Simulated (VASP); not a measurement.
Wanted: the native input for a VASP 6.6.1 run.

| Item | Value |
| --- | --- |
| Task | relaxation of cell and atoms |
| Functional | PBEsol |
| Potentials or basis | VASP PAW PBE potentials, release 64 (Se, In_d) |
| Cutoff | 600 eV |
| k mesh | 9 × 9 × 1 |
| Occupations | gaussian, width 0.03 eV |
| Spin | no spin polarisation |
| Further INCAR settings | ALGO = Normal; EDIFF = 1e-06; IBRION = 2; EDIFFG = -0.01; NSW = 90; ISIF = 3 |

The structure of InSe lies in POSCAR:

```
InSe
1.0
    4.0000000000      0.0000000000      0.0000000000
   -2.0000000000      3.4641016200      0.0000000000
    0.0000000000      0.0000000000     23.3577120000
Se In
2 2
Direct
    0.0000000000      0.0000000000      0.3853117100
    0.0000000000      0.0000000000      0.6146882900
    0.6666666700      0.3333333300      0.4395483600
    0.6666666700      0.3333333300      0.5603071100
```

The input as run:

INCAR

```
PREC = Accurate ; ENCUT = 600
EDIFF = 1E-6 ; ISMEAR = 0
SIGMA = 0.03 ; LREAL = F
LASPH = T ; NELM = 80
ALGO = Normal ; ISIF = 3
LWAVE = F ; LCHARG = F
GGA = PS ; IBRION = 2
NSW = 90 ; EDIFFG = -0.01
LATTICE_CONSTRAINTS = .TRUE. .TRUE. .FALSE.
```

KPOINTS

```
regular mesh
0
Gamma
  9 9 1
```

Potentials or basis: VASP PAW PBE potentials, release 64 (Se, In_d).

Run with:

```bash
$ cat potpaw_PBE.64/Se/POTCAR potpaw_PBE.64/In_d/POTCAR > POTCAR
$ mpirun -np 1 vasp_std > vasp.out
```

It gave:

```json
{
  "Relaxed volume": "80.86 Å³/atom",
  "Relaxed cell": "a = 3.999 Å, b = 3.999 Å, c = 23.358 Å, α = 90.00°, β = 90.00°, γ = 120.00°",
  "Space group after relaxing (to 0.05 Å)": "P-6m2 (No. 187)",
  "Energy gained by relaxing": "1.7 meV/atom",
  "Ionic steps": "11",
  "Largest force after relaxing": "0.009 eV/Å",
  "Band gap on the k mesh": "1.64 eV, indirect (least direct gap 1.71 eV)"
}
```

Caveat: the PAW data sets were made with another functional, which shifts forces and pressure a little; spin-orbit coupling is left out, which moves the levels of the heavy elements.

It took 6.4 min on 1 thread of AMD EPYC 9R45 96-Core Processor (Zen 5) (shared host), peak memory 0.53 GiB.
